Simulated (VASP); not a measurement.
C, 2 atoms in the cell. It takes space group Fd-3m (No. 227, cubic). The conventional cell has a = 3.567 Å, b = 3.567 Å, c = 3.567 Å, α = 90.00°, β = 90.00°, γ = 90.00°. Around C (site symmetry -43m) lie 4 C at 1.54 Å. This isn't the form of C at room conditions, which is graphite.

| Item | Value |
| --- | --- |
| Program | VASP 6.6.1 |
| Task | relaxation of cell and atoms |
| Functional | PBE |
| Potentials or basis | VASP PAW PBE potentials, release 64 (C) |
| Cutoff | 520 eV |
| k mesh | 14 × 14 × 14 |
| Occupations | gaussian, width 0.02 eV |
| Spin | no spin polarisation |
| Further INCAR settings | ALGO = Normal; EDIFF = 1e-07; IBRION = 2; EDIFFG = -0.002; NSW = 80; ISIF = 3 |

Potentials or basis: VASP PAW PBE potentials, release 64 (C).

The run is started by

```bash
$ cat potpaw_PBE.64/C/POTCAR > POTCAR
$ mpirun -np 1 vasp_std > vasp.out
```

Hardware: 1 thread of Intel(R) Xeon(R) Platinum 8488C (Sapphire Rapids) (shared host).

Estimate the wall time of this run.

It took 19 s on 1 thread of Intel(R) Xeon(R) Platinum 8488C (Sapphire Rapids), on a shared host, peak memory 0.11 GiB. Counts: scf iterations 35, k points 104, ion steps 9.
